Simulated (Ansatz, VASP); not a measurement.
## Au: VASP beside Ansatz

Contents of INCAR:

```
SYSTEM = Au
PREC     = Accurate       ! precision mode
ENCUT    = 520            ! plane-wave cutoff, eV
EDIFF    = 1E-7           ! SCF threshold, eV
ISMEAR   = -1             ! smearing method
SIGMA    = 0.1            ! smearing width, eV
LREAL    = .False.        ! projectors in reciprocal space
LASPH    = .True.         ! aspherical terms in the spheres
NELM     = 60             ! most SCF steps
ALGO     = Fast           ! electronic algorithm
ISIF     = 2              ! what is computed and relaxed
LWAVE    = .False.        ! write WAVECAR
LCHARG   = .False.        ! write CHGCAR
GGA      = B5             ! functional
ALDAX    = 1.0          
AGGAX    = 1.0          
AGGAC    = 1.0          
ALDAC    = 0.0          
NBANDS   = 18             ! bands
```

Contents of KPOINTS:

```
Automatic mesh
0
Gamma
  14 14 7
  0 0 0
```

Contents of POSCAR:

```
Au
1.0
    2.8980818220      0.0000000000      0.0000000000
   -1.4490409110      2.5098124801      0.0000000000
    0.0000000000      0.0000000000      4.9295885987
Au
2
Direct
    0.3333333333      0.6666666667      0.2500000000
    0.6666666667      0.3333333333      0.7500000000
```

Input for Ansatz:

```yaml
crystal:
  lattice:
    - [2.898081822, 0.0, 0.0]
    - [-1.449040911, 2.5098124801, 0.0]
    - [0.0, 0.0, 4.9295885987]
  atoms:
    - { symbol: Au, position: [0.3333333333, 0.6666666667, 0.25] }
    - { symbol: Au, position: [0.6666666667, 0.3333333333, 0.75] }
hamiltonian:
  xc: blyp
  pseudopotentials:
    kind: paw
    azcp:
      Au: "pseudopotentials/Au.paw.azcp"
basis:
  ecutwfc: 420
  fft_grid_basis: typed
kpoints:
  mp_grid: { grid: [14, 14, 7], shift: [0, 0, 0] }
magnetization:
  spin_polarized: false
scf:
  occupations: { method: fermi_dirac, width: 0.1 }
  lower_state_search: "off"
output:
  stress: true
```

Alike in both runs: task single point; functional BLYP; k mesh 14 × 14 × 7; occupations fermi-dirac, width 0.1 eV; no spin polarisation.

```csv
,VASP,Ansatz
version,VASP 6.6.1,Ansatz 0.2.0
potentials or method,"VASP PAW PBE potentials, release 64 (Au)","plane waves (420 eV) with PAW, scalar-relativistic"
plane-wave cutoff (eV),520,420
valence electrons in the cell,22,38
```

Ansatz gave:

| Quantity | Value |
| --- | --- |
| pressure (GPa) | 11.2 |
| largest component of the traceless stress (GPa) | 0.87 |

Estimate VASP's values.

pressure (GPa): 11.8; largest component of the traceless stress (GPa): 0.99.

With one functional, cell and mesh, what is left measures potentials, basis and numerics. The two sets of potentials don't hold the same shells in valence.

Caveats: the PAW data sets were made with another functional, which shifts forces and pressure a little (VASP). The runs have no spin-orbit coupling, so splittings on Au are missing.
